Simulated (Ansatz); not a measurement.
The system is KTaO3.

```
CELL_PARAMETERS angstrom
3.98830 0.00000 0.00000
0.00000 3.98830 0.00000
0.00000 0.00000 3.98830
ATOMIC_POSITIONS crystal
Ta 0.00000 0.00000 0.00000
K 0.50000 0.50000 0.50000
O 0.00000 0.00000 0.50000
O 0.00000 0.50000 0.00000
O 0.50000 0.00000 0.00000
```

| Property | Result |
| --- | --- |
| Program | Ansatz 0.2.0 |
| Task | relaxation of cell and atoms |
| Functional | BLYP |
| Dispersion | D4 |
| Potentials or basis | Ansatz PAW |
| Cutoff | 420 eV (not typed: the program's choice for these potentials) |
| k mesh | 7 × 7 × 7 |
| Occupations | fermi-dirac, width 0.05 eV |
| Spin | no spin polarisation |

At the start: volume 12.69 Å³/atom.

Q: Where does the relaxation end?

A: It ends after 7 steps and the volume is 13.09 Å³/atom (+3.1 %); space group Pm-3m (No. 221, to 0.05 Å).

The path:
| step | energy change (eV) | largest force (eV/Å) | volume (Å³) |
| --- | --- | --- | --- |
| 1 | 0.0000 | 0.0000 | 63.44 |
| 2 | -0.0246 | 0.0000 | 65.81 |
| 3 | -0.0283 | 0.0000 | 65.37 |
| 4 | -0.0284 | 0.0000 | 65.35 |
| 5 | -0.0375 | 0.0000 | 65.35 |
| 6 | -0.0372 | 0.0000 | 65.43 |
| 7 | -0.0374 | 0.0000 | 65.43 |

Final structure:
```cif
data_structure
_symmetry_space_group_name_H-M 'P 1'
_symmetry_Int_Tables_number 1
_cell_length_a 4.0296
_cell_length_b 4.0296
_cell_length_c 4.0296
_cell_angle_alpha 90.000
_cell_angle_beta 90.000
_cell_angle_gamma 90.000
_cell_volume 65.43
loop_
_atom_site_label
_atom_site_type_symbol
_atom_site_fract_x
_atom_site_fract_y
_atom_site_fract_z
_atom_site_occupancy
Ta1 Ta 0.00000 0.00000 0.00000 1
K1 K 0.50000 0.50000 0.50000 1
O1 O 0.00000 0.00000 0.50000 1
O2 O 0.00000 0.50000 0.00000 1
O3 O 0.50000 0.00000 0.00000 1
```

Caveat: the plane-wave basis is chosen anew once the cell has moved, so the energies of steps on either side of that aren't comparable; the pressure holds a Pulay correction of +0.6 GPa for the finite cutoff; the PAW data sets come from PBE, with cores solved anew for the run's functional, which leaves a small shift of forces and pressure.
